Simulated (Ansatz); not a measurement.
# Tl (Im-3m) in Ansatz: convergence with ecutrho ratio

Aim: find how far ecutrho ratio must go before the results for Tl settle, at PBE. This setting moves, with any that are tied to it; all else stays.

Program: Ansatz 0.2.0. These are calculated values, not measurements. Logs are shortened: lines on timing, memory, paths and dates and some standing lists are left out, and cuts for length are marked.

**1. Starting point**

It takes space group Im-3m (No. 229, cubic). The conventional cell has a = 3.912 Å, b = 3.912 Å, c = 3.912 Å, α = 90.00°, β = 90.00°, γ = 90.00°. Around Tl (site symmetry m-3m) lie 8 Tl at 3.39 Å.

This isn't the form of Tl at room conditions, which is hcp.

**2. With ecutrho ratio 4**

input.yaml

```yaml
crystal:
  lattice:
    - [-1.9559951735, 1.9559951735, 1.9559951735]
    - [1.9559951735, -1.9559951735, 1.9559951735]
    - [1.9559951735, 1.9559951735, -1.9559951735]
  atoms:
    - { symbol: Tl, position: [0.0, 0.0, 0.0] }
hamiltonian:
  xc: pbe
  pseudopotentials: { kind: nc, accuracy: stringent }
kpoints:
  mp_grid: { grid: [8, 8, 8] }
scf:
  occupations: { method: fermi_dirac, width: 0.05 }
output:
  forces: true
  stress: true
  eigenvalues: true
basis:
  ecutrho_ratio: 4
```

Potentials or basis: PseudoDojo stringent (PBE files).

Command:

```sh
ansatz run input.yaml --threads 2 --pin off --max-ram 5632MiB --backend cpu --events-out ev --progress --plain --runs-dir out
```

What it wrote:

```text
Warning: RAYON_NUM_THREADS=2 ignored (pool sized by the plan → 2); use --threads N
Engine: ansatz 0.2.0, x86_64-unknown-linux-gnu
Pseudopotentials: kind: nc
Pseudopotential: Tl, nc, valence charge 21, recommended cutoff 1230 eV (normal), Tl.nc.azcp (PseudoDojo's, or run here from an input of PseudoDojo's; its table is named by hamiltonian.pseudopotentials.accuracy)
Functional definition: PBE
  parameter kappa = 0.804
  parameter beta = 0.06672455060314922
  exchange = pbe_x(kappa = kappa, mu = beta*pi^2/3)
  correlation = pbe_c(beta = beta)
Crystal: 1 atoms, lattice volume = 29.934 Å³
Basis set: ecut = 1230 eV, 2899 PW (Γ), exchange–correlation on 80×80×80 points (8 copies of the dense FFT grid, shifted against one another)
Bands: 15, of which v1, the nominal top of the filled ones, is band 11 counted from 1 (10 counted from 0)
Symmetry: 48 space group operations
Space group: Im-3m (ITA 229), of the structure as read, at distance tolerance 3.1e-5 Å
k-points: 29 of 512
Non-local potential: Tl, projectors of the file, l = 0: 2, l = 1: 2, l = 2: 2, l = 3: 1
Initial density: superposition of atomic densities (chi_scale 0.1, normalization cell)
Initial wavefunctions: pseudopotential atomic-orbital guess
Functional: x = pbe(κ = 0.804, μ = 0.2195149727645171), c = pbe(β = 0.06672455060314922)
SCF iter   1: F=—  HF=-5198.949019 eV  |F-HF|=—  |Δ(HF+E_count)|=         —  Δρ=1.29e-2  dr2=7.42e-2  ethr=3.10e-3  ⟨swp⟩=6.4  Hψ=2735  notcnv=0
preconditioner: auto → Kerker (q_TF=auto, 2.572 Å⁻¹)  [metal: Δε(μ)=0.095 eV  Ē_g=17.147 eV  σ=0.050 eV  W_gap=0.40  n_scr=12 (ndim 8)  ℏωp=24.5 eV  f_vac=0.000  D(μ)=1.32/eV (n_scr^D=12)]
SCF iter   2: F=—  HF=-5198.931719 eV  |F-HF|=—  |Δ(HF+E_count)|=   1.73e-2  Δρ=6.97e-3  dr2=2.22e-2  ethr=3.53e-4  ⟨swp⟩=2.9  Hψ=866  notcnv=0  defer=11
SCF iter   3: F=—  HF=-5198.924941 eV  |F-HF|=—  |Δ(HF+E_count)|=   6.78e-3  Δρ=1.97e-3  dr2=1.37e-3  ethr=1.06e-4  ⟨swp⟩=2.1  Hψ=704  notcnv=0  defer=12
SCF iter   4: F=—  HF=-5198.924967 eV  |F-HF|=—  |Δ(HF+E_count)|=   2.62e-5  Δρ=4.10e-4  dr2=3.59e-5  ethr=6.53e-6  ⟨swp⟩=2.2  Hψ=598  notcnv=0  defer=12
SCF iter   5: F=—  HF=-5198.925012 eV  |F-HF|=—  |Δ(HF+E_count)|=   4.54e-5  Δρ=7.98e-5  dr2=1.34e-6  ethr=1.71e-7  ⟨swp⟩=2.7  Hψ=658  notcnv=0  defer=12
SCF iter   6: F=-5198.925015 eV  HF=-5198.925015 eV  |F-HF|=3.11e-8  |Δ(HF+E_count)|=   2.13e-6  Δρ=1.42e-5  dr2=4.06e-8  ethr=4.76e-10  ⟨swp⟩=10.2  Hψ=2613  notcnv=0
SCF 1 converged in 6 iterations: F = -5198.925015 eV  dr2 = 4.06e-8
SCF converged after 6 iterations
Free energy (F): -5198.925015 eV
Harris-Foulkes:  -5198.925015 eV  (|F-HF|=3.11e-8)
Internal energy: -5198.914972 eV  (E = F + TS)
E sigma→0 (E₀):  -5198.919993 eV
Entropy (-TS):   -0.010043 eV (-10.043 meV/atom)
Fermi energy:    12.451940 eV
--- Per-component energies (eV) ---
  E_band       = -550.535773
  E_kinetic    = 1447.601965
  E_local      = -4481.827317  (includes V_loc(G=0)·N_el)
  E_nonlocal   = 377.819064
  E_hartree    = 1347.895666
  E_xc         = -936.662510
  E_vxc        = -589.929618  (∫ρ·V_xc dr)
  E_ewald      = -2953.741839
  E_smearing   = -0.010043  (= −TS)
  E_closure    = -0.000000  (closes the sum)
  Σ components = -5198.925015   (vs F -5198.925015, Δ=0.00e0)
--- Forces (eV/Å), atoms counted from 1 ---
  atom   1  Tl     0.00000000     0.00000000    -0.00000000
  max |Σ_I F_I| component: 6.06e-32 eV/Å
--- Stress (GPa, compression-positive) ---
        1.694476       0.000000       0.000000
       -0.000000       1.694476       0.000000
        0.000000       0.000000       1.694476
  P = ⅓ Tr σ = 1.6945 GPa (16.945 kbar)
--- Band table (eV; the first three rows and the last of 29) ---
  k-point 0: bands = ["-114.3980", "-59.4902", "-59.4902", "-59.4902", "0.8469", "0.8469", "0.8469", "1.2329", "1.2329", "2.7203", "22.8145", "22.8145", "22.8145", "24.6968", "24.6968"]
  k-point 1: bands = ["-114.3980", "-59.4912", "-59.4906", "-59.4901", "0.8228", "0.8613", "0.9343", "1.2080", "1.2325", "3.0634", "19.9434", "21.7307", "22.1332", "23.7348", "24.3748"]
  k-point 2: bands = ["-114.3980", "-59.4937", "-59.4916", "-59.4901", "0.7651", "0.8434", "1.1538", "1.1778", "1.2323", "4.1192", "15.8111", "19.9400", "20.8049", "22.8371", "23.8682"]
  k-point 28: bands = ["-114.3977", "-59.4961", "-59.4961", "-59.4961", "0.6686", "0.6686", "1.4252", "1.4252", "1.4252", "10.6183", "13.9035", "13.9035", "13.9035", "18.8150", "18.8150"]
```

It took 2.6 s on 2 threads of Intel Xeon at 2.50GHz (Skylake/Cascade Lake), shared host; peak memory 0.34 GiB.

What came out:

```yaml
Free_energy: -5198.9250 eV
Pressure: 1.7 GPa
Band_gap_on_the_k_mesh: none (metal or under the smearing width)
```

**3. With ecutrho ratio 5**

input.yaml, as its differences from that of step 2:

```diff
@@ -19,2 +19,2 @@
 basis:
-  ecutrho_ratio: 4
+  ecutrho_ratio: 5
```

Potentials or basis: PseudoDojo stringent (PBE files).

Command:

```sh
ansatz run input.yaml --threads 2 --pin off --max-ram 5632MiB --backend cpu --events-out ev --progress --plain --runs-dir out
```

It took 2.8 s on 2 threads of Intel Xeon at 2.50GHz (Skylake/Cascade Lake), shared host; peak memory 0.37 GiB.

What came out:

```yaml
Free_energy: -5198.9250 eV
Pressure: 1.7 GPa
Band_gap_on_the_k_mesh: none (metal or under the smearing width)
```

**4. With ecutrho ratio 6**

input.yaml, as its differences from that of step 3:

```diff
@@ -19,2 +19,2 @@
 basis:
-  ecutrho_ratio: 5
+  ecutrho_ratio: 6
```

Command:

```sh
ansatz run input.yaml --threads 2 --pin off --max-ram 5632MiB --backend cpu --events-out ev --progress --plain --runs-dir out
```

It took 2.6 s on 2 threads of Intel Xeon at 2.50GHz (Skylake/Cascade Lake), shared host; peak memory 0.38 GiB.

Results:

| Property | Result |
| --- | --- |
| Free energy | -5198.9250 eV |
| Pressure | 1.7 GPa |
| Band gap on the k mesh | none (metal or under the smearing width) |

**5. With ecutrho ratio 8**

input.yaml, as its differences from that of step 4:

```diff
@@ -19,2 +19,2 @@
 basis:
-  ecutrho_ratio: 6
+  ecutrho_ratio: 8
```

Command:

```sh
ansatz run input.yaml --threads 2 --pin off --max-ram 5632MiB --backend cpu --events-out ev --progress --plain --runs-dir out
```

Run time: 3 s. Hardware: 2 threads of Intel Xeon at 2.50GHz (Skylake/Cascade Lake), shared host; peak memory 0.47 GiB.

It converged, with:

| Quantity | Value |
| --- | --- |
| Free energy | -5198.9250 eV |
| Pressure | 1.7 GPa |
| Band gap on the k mesh | none (metal or under the smearing width) |

**6. With ecutrho ratio 10**

input.yaml, as its differences from that of step 5:

```diff
@@ -19,2 +19,2 @@
 basis:
-  ecutrho_ratio: 8
+  ecutrho_ratio: 10
```

Potentials or basis: PseudoDojo stringent (PBE files).

Command:

```sh
ansatz run input.yaml --threads 2 --pin off --max-ram 5632MiB --backend cpu --events-out ev --progress --plain --runs-dir out
```

Wall time 3.1 s (2 threads of Intel Xeon at 2.50GHz (Skylake/Cascade Lake), shared host); peak memory 0.5 GiB.

It converged, with:

| Quantity | Value |
| --- | --- |
| Free energy | -5198.9250 eV |
| Pressure | 1.7 GPa |
| Band gap on the k mesh | none (metal or under the smearing width) |

**7. With ecutrho ratio 12**

input.yaml, as its differences from that of step 6:

```diff
@@ -19,2 +19,2 @@
 basis:
-  ecutrho_ratio: 10
+  ecutrho_ratio: 12
```

Command:

```sh
ansatz run input.yaml --threads 2 --pin off --max-ram 5632MiB --backend cpu --events-out ev --progress --plain --runs-dir out
```

Run time: 3.2 s. Hardware: 2 threads of Intel Xeon at 2.50GHz (Skylake/Cascade Lake), shared host; peak memory 0.58 GiB.

Results (log left out):

```
Free energy            : -5198.9250 eV
Pressure               : 1.7 GPa
Band gap on the k mesh : none (metal or under the smearing width)
```

**8. The series at a glance**

```csv
ecutrho ratio,"energy less the tightest run, at zero smearing (meV/atom)",SCF cycles,CPU time (s),peak memory (GiB)
4,0.00,6,4.6,0.34
5,0.00,6,4.3,0.37
6,0.00,6,4.5,0.38
8,0.00,6,5.3,0.47
10,0.00,6,5.5,0.5
12,0.00,6,5.9,0.58
```

Against the tightest run, the energy stays within 1 meV/atom from 4 on. The tightest run that finished is the yardstick and may itself not be fully converged.
